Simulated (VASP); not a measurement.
## From an Ansatz input to VASP: BaO (strained rocksalt)

Ansatz input

```yaml
crystal:
  lattice:
    - [0.0, 2.7165038293, 2.7165038293]
    - [2.7165038293, 0.0, 2.7165038293]
    - [2.7165038293, 2.7165038293, 0.0]
  atoms:
    - { symbol: Ba, position: [0.0, 0.0, 0.0] }
    - { symbol: O, position: [0.5, 0.5, 0.5] }
kpoints:
  mp_grid: { grid: [8, 8, 8] }
  band_path:
    path:
      - [0.0, 0.0, 0.0]
      - [0.5, 0.0, 0.5]
      - [0.625, 0.25, 0.625]
      - [0.375, 0.375, 0.75]
      - [0.5, 0.5, 0.5]
      - [0.5, 0.25, 0.75]
      - [0.0, 0.5, 0.5]
    npoints: 1
hamiltonian:
  xc: pbe
scf:
  occupations: { method: fermi_dirac, width: 0.02 }
  n_extra_bands: 4
output:
  forces: true
  stress: true
  eigenvalues: true
  write_density: true
  write_potential: true
  elf: true
  volumetric_format: npy
```

Problem. Write VASP inputs for this cell and level of theory.

Solution. 

INCAR

```
LASPH = .TRUE.
NELM = 120
LREAL = .FALSE.
NSW = 0
IBRION = -1
EDIFF = 1E-7
SIGMA = 0.02
LCHARG = .FALSE.
ENCUT = 520
NBANDS = 15
PREC = Accurate
GGA = PE
LWAVE = .FALSE.
ISMEAR = -1
ISIF = 2
```

KPOINTS

```
KPOINTS created by Atomic Simulation Environment
0
Gamma
8 8 8
0 0 0
```

KPOINTS_OPT

```
special points
7
Reciprocal
0.0000000000 0.0000000000 0.0000000000 1
0.5000000000 0.0000000000 0.5000000000 1
0.6250000000 0.2500000000 0.6250000000 1
0.3750000000 0.3750000000 0.7500000000 1
0.5000000000 0.5000000000 0.5000000000 1
0.5000000000 0.2500000000 0.7500000000 1
0.0000000000 0.5000000000 0.5000000000 1
```

POSCAR

```
Ba O
 1.0000000000000000
     0.0000000000000000    2.7165038293000001    2.7165038293000001
     2.7165038293000001    0.0000000000000000    2.7165038293000001
     2.7165038293000001    2.7165038293000001    0.0000000000000000
 Ba  O
   1   1
Cartesian
  0.0000000000000000  0.0000000000000000  0.0000000000000000
  2.7165038292999997  2.7165038292999997  2.7165038292999997
```

VASP ran with the recommended PBE PAW datasets (16 valence electrons in the cell). Other inputs would serve too.

```tsv
	Ansatz	VASP
gap between bands v and c	1.83 eV	1.76 eV
least direct gap	1.83 eV	1.76 eV
pressure	6.3 GPa	8.5 GPa
```

The two codes use different PAW datasets and cutoffs. VASP's cell holds 16 valence electrons and Ansatz's 16. Ansatz's stress includes a Pulay correction; VASP's doesn't.
